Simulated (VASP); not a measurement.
## PbSe (strained rocksalt), PBE single-point calculation: Ansatz's output and VASP's

```
Pb Se
1.0
     0.00000    3.07326    3.07326
     3.07326    0.00000    3.07326
     3.07326    3.07326    0.00000
Pb Se
1 1
Direct
  0.00000 0.00000 0.00000
  0.50000 0.50000 0.50000
```

Ansatz printed

```
SCF 1 converged in 6 iterations: F = -17376.612298 eV  dr2 = 5.66e-9
  greatest PAW one-centre occupation: 1.000 electrons in one spin orbital (limit 2), on the Se atom at site 1 (counted from 0), in its partial waves of l = 2
NSCF: frozen V_eff on 7 k-points
SCF converged after 6 iterations
Free energy (F): -17376.612298 eV
Harris-Foulkes:  -17376.612298 eV  (|F-HF|=4.48e-9)
Internal energy: -17376.612296 eV  (E = F + TS)
E sigma→0 (E₀):  -17376.612297 eV
Entropy (-TS):   -0.000002 eV (-0.001 meV/atom)
Fermi energy:    8.987300 eV
--- Per-component energies (eV) ---
  E_band       = -429.811885
  E_kinetic    = 405.903315
  E_local      = -3547.287758  (includes V_loc(G=0)·N_el)
  E_nonlocal   = -245.935637
  E_hartree    = 1650.406647
  E_xc         = -325.686416
  E_vxc        = -231.347388  (∫ρ·V_xc dr)
  E_paw        = -12314.660746  (= ΣΔE_a)
  E_vpaw       = -111.952380  (= ΣTr[D̂ρ^β])
  E_aug_tail   = -0.000624  (compensation charges beyond the density's cutoff)
  E_ewald      = -2999.351077
  E_smearing   = -0.000002  (= −TS)
  E_closure    = -0.000000  (closes the sum)
  Σ components = -17376.612298   (vs F -17376.612298, Δ=0.00e0)
--- Forces (eV/Å), atoms counted from 1 ---
  atom   1  Pb    -0.00000000     0.00000000     0.00000000
  atom   2  Se     0.00000000    -0.00000000     0.00000000
  max |Σ_I F_I| component: 1.61e-30 eV/Å
--- Stress (GPa, compression-positive) ---
        1.737904       0.000000       0.000000
        0.000000       1.737904       0.000000
       -0.000000       0.000000       1.737904
  P = ⅓ Tr σ = 1.7379 GPa (17.379 kbar)
--- Band table (eV; the first three rows and the last of 29) ---
  k-point 0: bands = ["-38.3431", "-38.3431", "-38.3408", "-38.3408", "-38.3408", "-7.9945", "-7.9945", "-7.9945", "-7.9900", "-7.9900", "-4.6635", "2.5137", "7.0041", "7.0041", "7.0041", "13.5140", "13.5140", "13.5140", "15.3780"]
  k-point 1: bands = ["-38.3431", "-38.3431", "-38.3408", "-38.3408", "-38.3408", "-7.9947", "-7.9947", "-7.9939", "-7.9886", "-7.9886", "-4.5480", "2.1361", "7.0443", "7.0443", "7.2674", "12.4689", "12.8545", "12.8545", "15.1947"]
  k-point 2: bands = ["-38.3431", "-38.3431", "-38.3408", "-38.3408", "-38.3408", "-8.0025", "-8.0025", "-7.9927", "-7.9780", "-7.9780", "-4.2314", "1.2965", "7.1615", "7.1615", "7.8036", "10.9963", "11.7511", "11.7511", "15.3810"]
  k-point 28: bands = ["-38.3431", "-38.3430", "-38.3408", "-38.3408", "-38.3407", "-8.0756", "-7.9904", "-7.9826", "-7.9826", "-7.9520", "-3.2480", "0.8684", "4.6902", "4.6902", "8.0579", "10.7289", "13.7707", "13.7707", "16.5366"]
```

The two codes use different PAW datasets and cutoffs. VASP's cell holds 20 valence electrons and Ansatz's 30. Ansatz's stress includes a Pulay correction; VASP's doesn't.

Question: What does VASP give for the same cell and level of theory?

Answer: gap between bands v and c 0.33 eV; least direct gap 0.33 eV; pressure 1.7 GPa.

From OUTCAR

```
k-points           NKPTS =     29   k-points in BZ     NKDIM =     29   number of bands    NBANDS=     17

   NELECT =      20.0000    total number of electrons

   dimension x,y,z NGX =    32 NGY =   32 NGZ =   32
   dimension x,y,z NGXF=    64 NGYF=   64 NGZF=   64

  energy-cutoff  :      520.00
  volume of cell :       58.05
      direct lattice vectors                 reciprocal lattice vectors
     0.000000000  3.073258709  3.073258709    -0.162693755  0.162693755  0.162693755
     3.073258709  0.000000000  3.073258709     0.162693755 -0.162693755  0.162693755
     3.073258709  3.073258709  0.000000000     0.162693755  0.162693755 -0.162693755

 k-points in reciprocal lattice and weights: KPOINTS created by Atomic Simulation Env
   0.00000000  0.00000000  0.00000000       0.002
   0.12500000  0.00000000  0.00000000       0.016
   0.25000000  0.00000000  0.00000000       0.016
   0.37500000  0.00000000  0.00000000       0.016
   0.50000000  0.00000000  0.00000000       0.008
   0.12500000  0.12500000  0.00000000       0.012
   0.25000000  0.12500000  0.00000000       0.047
   0.37500000  0.12500000  0.00000000       0.047
   ...

 E-fermi :   5.0734

 k-point     1 :       0.0000    0.0000    0.0000
  band No.  band energies     occupation
      1     -11.9001      2.00000
      2     -11.9001      2.00000
      3     -11.9001      2.00000
      4     -11.8955      2.00000
      5     -11.8955      2.00000
      6      -8.5730      2.00000
      7      -1.4068      2.00000
      8       3.0945      2.00000
      9       3.0945      2.00000
     10       3.0945      2.00000
     11       9.6011      0.00000
     12       9.6011      0.00000
     13       9.6011      0.00000
     14      11.4598      0.00000
     15      11.4598      0.00000
     16      11.4598      0.00000
     17      13.1291      0.00000

 k-point     2 :       0.1250    0.0000    0.0000
  band No.  band energies     occupation
      1     -11.9003      2.00000
      2     -11.9002      2.00000
      3     -11.8995      2.00000
      4     -11.8942      2.00000
      5     -11.8942      2.00000
      6      -8.4573      2.00000
      7      -1.7840      2.00000
      8       3.1346      2.00000
      9       3.1346      2.00000
     10       3.3568      2.00000
     11       8.5554      0.00000
     12       8.9412      0.00000
     13       8.9412      0.00000
     14      11.2790      0.00000
     15      11.7983      0.00000
     16      11.7983      0.00000
     17      14.1910      0.00000

 k-point     3 :       0.2500    0.0000    0.0000
  band No.  band energies     occupation
      1     -11.9079      2.00000
      2     -11.9079      2.00000
      3     -11.8983      2.00000
      4     -11.8836      2.00000
      5     -11.8836      2.00000
      6      -8.1401      2.00000
      7      -2.6236      2.00000
      8       3.2519      2.00000
      9       3.2519      2.00000
     10       3.8913      2.00000
     11       7.0826      0.00000
     12       7.8377      0.00000
     13       7.8377      0.00000
     14      11.4668      0.00000
     15      12.6559      0.00000
     16      12.6559      0.00000
     17      16.0710      0.00000

 k-point     4 :       0.3750    0.0000    0.0000
  band No.  band energies     occupation
      1     -11.9160      2.00000
      2     -11.9159      2.00000
      3     -11.8974      2.00000
      4     -11.8726      2.00000
      5     -11.8726      2.00000
      6      -7.7413      2.00000
      7      -3.4521      2.00000
      8       3.4101      2.00000
      9       3.4101      2.00000
     10       4.4375      2.00000
     11       5.9263      0.00000
     12       6.9736      0.00000
     13       6.9736      0.00000
     14      12.4039      0.00000
     15      13.9419      0.00000
     16      13.9419      0.00000
     17      16.3320      0.00000

 k-point     5 :       0.5000    0.0000    0.0000
  band No.  band energies     occupation
      1     -11.9193      2.00000
      2     -11.9193      2.00000
      3     -11.8971      2.00000
      4     -11.8680      2.00000
      5     -11.8680      2.00000
      6      -7.5356      2.00000
      7      -3.8178      2.00000
      8       3.4940      2.00000
      9       3.4940      2.00000
     10       4.9074      1.99950
     11       5.2394      0.00050
     12       6.6406      0.00000
     13       6.6406      0.00000
     14      13.4524      0.00000
     15      15.0593      0.00000
     16      15.0784      0.00000
     17      15.0784      0.00000

 ...

  Total        0.6235553      0.6235553      0.6235553      0.0000000      0.0000000     -0.0000000
  in kB       17.2091008     17.2091008     17.2091008      0.0000000      0.0000000     -0.0000000
  external PRESSURE =      17.2091008 kB  Pullay stress =       0.0000000 kB

 POSITION                                       TOTAL-FORCE (eV/Angst)
 -----------------------------------------------------------------------------------
      0.00000      0.00000      0.00000        -0.000000     -0.000000      0.000000
      3.07326      3.07326      3.07326         0.000000      0.000000     -0.000000
 -----------------------------------------------------------------------------------
    total drift:                                0.000000     -0.000000     -0.000000

  FREE ENERGIE OF THE ION-ELECTRON SYSTEM (eV)
  ---------------------------------------------------
  free  energy   TOTEN  =        -8.1876971614 eV

  energy  without entropy=       -8.1876957151  energy(sigma->0) =       -8.18769644
```
